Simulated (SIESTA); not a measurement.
Crystal: GaSb.

```
Sb Ga
1.0
     0.00000    3.05900    3.05900
     3.05900    0.00000    3.05900
     3.05900    3.05900    0.00000
Sb Ga
1 1
Direct
  0.75000 0.75000 0.75000
  0.00000 0.00000 0.00000
```

Base run:

* Program: SIESTA 5.4.2
* Functional: PBE
* Potentials or basis: PseudoDojo 0.4 stringent (PBE files)
* Basis: DZP (energy shift 0.003 Ry; two zetas on semicore shells)
* Grid cutoff: 800 Ry
* Energy shift: 0.003 Ry
* k mesh: 8 × 8 × 8
* Occupations: fermi-dirac, width 0.05 eV
* Spin: no spin polarisation

Its results: band gap on the k mesh 0.84 eV, direct; pressure -1.5 GPa.

**Question.** The run is repeated on the same cell with these changes: potentials or basis from PseudoDojo 0.4 stringent (PBE files) to PseudoDojo 0.5 standard (PBE files); valence electrons from 44 to 28. What comes out?

**Answer.** Band gap on the k mesh 0.14 eV, direct; pressure 2.5 GPa.

Caveats: spin-orbit coupling is left out, which moves the levels of the heavy elements; the basis of atomic orbitals isn't converged, which shifts pressures, moduli and gaps; short orbitals over semicore shells can move pressures by several GPa (some runs); the valence orbitals were made in a potential fitted to the semicore shell under them, which widens gaps by tenths of an eV or more (some runs).
